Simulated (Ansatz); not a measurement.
Computed with DFT PBE, scalar-relativistic, plane waves, PAW in Ansatz 0.2.0. Settings: cutoff 420 eV, Γ-centred meshes spaced at most about 0.3 Å⁻¹, and about 0.25 Å⁻¹ or finer for metals (2π included), Gaussian smearing. No spin polarisation.

These are static total energies at zero pressure.

Compare these two cells of SnSe₅, each relaxed at this level.

A. Space group P6/mmm (No. 191), hexagonal, a = 5.604 Å, c = 5.746 Å. Sn has 2 Se at 2.87 Å and 12 Se at 3.43 Å; around Se on a site of symmetry 3m lie 1 Se at 2.26 Å, 3 Se at 3.24 Å, 3 Sn at 3.43 Å, 1 Se at 3.49 Å and 3 Se at 3.68 Å; around Se on a site of symmetry 6/mmm lie 2 Sn at 2.87 Å and 12 Se at 3.68 Å.

B. Space group P-62m (No. 189), hexagonal, a = 6.472 Å, c = 3.914 Å. Sn has 6 Se at 2.99 Å and 6 Se at 3.74 Å; Se on a site of symmetry -6 is surrounded by 6 Se at 2.88 Å; Se on a site of symmetry m2m has 4 Se at 2.88 Å and 2 Sn at 2.99 Å.

Question: Which form is favoured at zero pressure, and by what margin per atom?

Answer: B is lower, by 12 meV/atom. A has space group P6/mmm (No. 191), 26.1 Å³/atom and no gap on its mesh; B has space group P-62m (No. 189), 23.7 Å³/atom and no gap. Counting Se atoms around Sn (those within 1.25 times the shortest such distance or 1.15 times the sum of covalent radii, 1.27 where that leaves under three; a plus sign parts nearer from farther groups), A has Sn 2+12 and B has Sn 6+6. A holds Se–Se pairs (shortest 2.26 Å); in B the shortest Se–Se distance is 2.88 Å, near bonding range too. The denser one is the lower, and pressure would at first widen the difference. Even the lower one lies +0.18 eV/atom against the reference forms of the elements (uncorrected), so neither is stable at this level. Both come from invented guesses. The lowest form computed isn't among them: it has space group P-6m2 (No. 187), 24.4 Å³/atom and lies 28 meV/atom below the best shown.

For metals, differences of a few meV/atom aren't resolved. Cells relaxed within their symmetry can be saddle points. Some structure types and database cells were kept out of the candidates from the start, so a known form may be missing.
